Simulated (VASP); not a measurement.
Set up this calculation in VASP 6.6.1, as the native input.

- Task: relaxation of cell and atoms
- Functional: PBE
- Dispersion: D3(BJ)
- Potentials or basis: VASP PAW PBE potentials, release 64 (Ni)
- Cutoff: 600 eV
- k mesh: 20 × 20 × 20
- Occupations: methfessel-paxton, width 0.1 eV
- Spin: collinear spin, ferromagnetic start
- Starting moments: [0.7] μB
- Further INCAR settings: ALGO = Normal; EDIFF = 1e-06; IBRION = 2; EDIFFG = -0.005; NSW = 40; ISIF = 3

The structure of Ni lies in POSCAR:

```
Ni
1.0
    0.0000000000      1.7350000000      1.7350000000
    1.7350000000      0.0000000000      1.7350000000
    1.7350000000      1.7350000000      0.0000000000
Ni
1
Direct
    0.0000000000      0.0000000000      0.0000000000
```

The cell was built by a generator and needn't be a form met in nature.

One way to write it, as run:

INCAR

```
ALGO = Normal
EDIFF = 1E-6
EDIFFG = -0.005
ENCUT = 600
GGA = PE
IBRION = 2
ISIF = 3
ISMEAR = 1
ISPIN = 2
IVDW = 12
LASPH = T
LCHARG = F
LMAXMIX = 4
LORBIT = 11
LREAL = F
LWAVE = F
MAGMOM = 0.7
NELM = 120
NSW = 40
PREC = Accurate
SIGMA = 0.1
```

KPOINTS

```
k-points
0
Gamma
  20 20 20
```

Potentials or basis: VASP PAW PBE potentials, release 64 (Ni).

Run with:

```sh
$ cat potpaw_PBE.64/Ni/POTCAR > POTCAR
$ mpirun -np 1 vasp_std > vasp.out
```

Results of the run:

- Relaxed volume: 10.51 Å³/atom
- Relaxed cell: a = 2.459 Å, b = 2.459 Å, c = 2.459 Å, α = 60.00°, β = 60.00°, γ = 60.00°
- Space group after relaxing (to 0.05 Å): Fm-3m (No. 225)
- Energy gained by relaxing: 0.2 meV/atom
- Ionic steps: 4
- Pressure after relaxing: -0.1 GPa
- Band gap on the k mesh: none (metal or under the smearing width)
- Net moment: 0.62 μB per cell
- Site moments: Ni +0.63 μB
- Valence electrons inside the program's atomic spheres: Ni 9.37
- Dispersion energy per atom: -0.480 eV

Caveat: pairwise dispersion overbinds metals, which lowers pressure and volume.

Wall time 70 s on 1 thread of Intel(R) Xeon(R) Platinum 8488C (Sapphire Rapids), on a shared host, peak memory 0.18 GiB.
